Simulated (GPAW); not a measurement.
BaTiO3 (Barioperovskite):

```xyz
5
Lattice="3.9855 0.0000 0.0000 0.0000 2.8369 2.8451 0.0000 -2.8369 2.8451" Properties=species:S:1:pos:R:3 pbc="T T T"
Ba    0.0000    0.0000    0.0000
Ti    1.9928    0.0000    2.9157
O     1.9928    1.3804    4.2594
O     1.9928   -1.3804    4.2594
O     0.0000    0.0000    2.7735
```

Base run:

```yaml
Program: GPAW 26.7.0
Functional: LDA
Potentials_or_basis: the program's PAW data sets (release 1.2.1) made for this functional
Cutoff: 600 eV
Basis: pw
k_mesh: 6 × 6 × 6
Occupations: fermi-dirac, width 0.05 eV
Spin: no spin polarisation
```

Its results: band gap on the k mesh 1.80 eV, indirect (least direct gap 1.99 eV).

Question: The run is repeated on the same cell with these changes: functional from LDA to TB-mBJ; potentials or basis from the program's PAW data sets (release 1.2.1) made for this functional to GPAW PAW data sets for LDA (gpaw-data 1.2.1); cutoff from 600 eV to 800 eV. What comes out?

Answer: Band gap on the k mesh 2.62 eV, indirect (least direct gap 2.84 eV).

Caveats: spin-orbit coupling is left out, which moves the levels of the heavy elements; a model potential gives levels but no total energy (some runs).

A k mesh can miss the band edges.
